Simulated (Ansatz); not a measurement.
**Spin–orbit splittings in Ti**

```
CELL_PARAMETERS angstrom
-1.64100 1.64100 1.64100
1.64100 -1.64100 1.64100
1.64100 1.64100 -1.64100
ATOMIC_POSITIONS crystal
Ti 0.00000 0.00000 0.00000
```

Structure: COD 9012924, as refined from experiment and not relaxed.

Methods: DFT, PBE, all-electron LAPW, scalar-relativistic (Ansatz 0.2.0); DFT, PBE, all-electron LAPW, Dirac equation with spin-orbit coupling (Ansatz 0.2.0).

Settings: a Γ-centred 14×14×14 k mesh, Fermi–Dirac smearing of 0.05 eV, basis error target 0.25 meV/atom, no spin polarisation.

Levels between -8 and 1 eV, each run counted from its own valence-band top where it has a gap, else its Fermi level. Scalar levels are listed once for both spins; with the coupling every spinor state is counted. Levels near the edges of the range can cross them.

Question: At P (0.250, 0.250, 0.250) the scalar-relativistic levels are -0.60 (×3). What are they with spin–orbit coupling?

Answer: -0.61 (×2), -0.59 (×4).
